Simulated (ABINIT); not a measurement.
The system is Si2Mo.

```
Mo Si
1.0
    -1.60000    1.60000    3.93050
     1.60000   -1.60000    3.93050
     1.60000    1.60000   -3.93050
Mo Si
1 2
Direct
  0.00000 0.00000 0.00000
  0.66700 0.66700 0.00000
  0.33300 0.33300 0.00000
```

Base run:

```yaml
Program: ABINIT 10.8.3 (patched build)
Functional: r2SCAN
Potentials_or_basis: SG15 NC PBE v1.2
Cutoff: 599 eV
k_mesh: 8 × 8 × 8
Occupations: fermi-dirac, width 0.05 eV
Spin: no spin polarisation
```

Its results: band gap on the k mesh none (metal or under the smearing width); pressure -0.4 GPa; largest force 0.424 eV/Å.

Task: The run is repeated on the same cell with these changes: potentials or basis from SG15 NC PBE v1.2 to Ansatz PAW PBE default generated set, frozen core; cutoff from 599 eV to 490 eV. What comes out?

Result: Band gap on the k mesh none (metal or under the smearing width); pressure -1.7 GPa; largest force 0.387 eV/Å.

Caveats: the potentials were made for another functional, which shifts forces and pressure (some runs); the PAW data sets were made with another functional, which shifts forces and pressure a little (some runs); the atomic spheres overlap (some runs).
